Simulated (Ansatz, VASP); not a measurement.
## MoS2 in VASP and in Ansatz

The input INCAR:

```
ALGO = Normal
EDIFF = 1E-7
ENCUT = 520
ISIF = 2
ISMEAR = -1
LASPH = True
LCHARG = True
LELF = True
LREAL = False
LVHAR = True
LWAVE = False
NBANDS = 20
NELM = 60
PREC = Accurate
SIGMA = 0.05
```

KPOINTS

```
k-points
0
Gamma
  10 10 2
```

Contents of POSCAR:

```
MoS2
1.0
    3.2052136244      0.0000000000      0.0000000000
   -1.6026068122      2.7757964233      0.0000000000
    0.0000000000      0.0000000000     17.4494019708
Mo S
1 2
Direct
    0.0000000000      0.0000000000      0.0000000000
    0.3333333333      0.6666666667      0.9105070200
    0.3333333333      0.6666666667      0.0894929800
```

input.yaml

```yaml
crystal:
  lattice:
    - [3.2052136244, 0.0, 0.0]
    - [-1.6026068122, 2.7757964233, 0.0]
    - [0.0, 0.0, 17.4494019708]
  atoms:
    - { symbol: Mo, position: [0.0, 0.0, 0.0] }
    - { symbol: S, position: [0.3333333333, 0.6666666667, 0.91050702] }
    - { symbol: S, position: [0.3333333333, 0.6666666667, 0.08949298] }
hamiltonian:
  xc: lda
  pseudopotentials: { kind: paw }
kpoints:
  mp_grid: { grid: [10, 10, 2] }
scf:
  occupations: { method: fermi_dirac, width: 0.05 }
output:
  forces: true
  stress: true
  eigenvalues: true
```

Alike in both runs: task single point; functional LDA; k mesh 10 × 10 × 2; occupations fermi-dirac, width 0.05 eV; no spin polarisation.

|  | VASP | Ansatz |
| --- | --- | --- |
| version | VASP 6.6.1 | Ansatz 0.2.0 |
| potentials or method | VASP PAW LDA potentials, release 64 (Mo_sv, S) | Ansatz PAW |
| plane-wave cutoff (eV) | 520 | 420 |
| valence electrons in the cell | 26 | 26 |

|  | VASP | Ansatz | Ansatz less VASP |
| --- | --- | --- | --- |
| gap on the k mesh at the Fermi level (eV) | 1.69 | 1.68 | -0.011 |
| least direct gap on the mesh (eV) | 1.88 | 1.87 | -0.006 |
| rms of the force components (eV/Å) | 0.324 | 0.332 | +0.0084 |

Atom by atom the forces differ by 0.008 eV/Å (rms over components).

Caveats: the PAW data sets come from PBE, with cores solved anew for the run's functional, which leaves a small shift of forces and pressure (Ansatz).
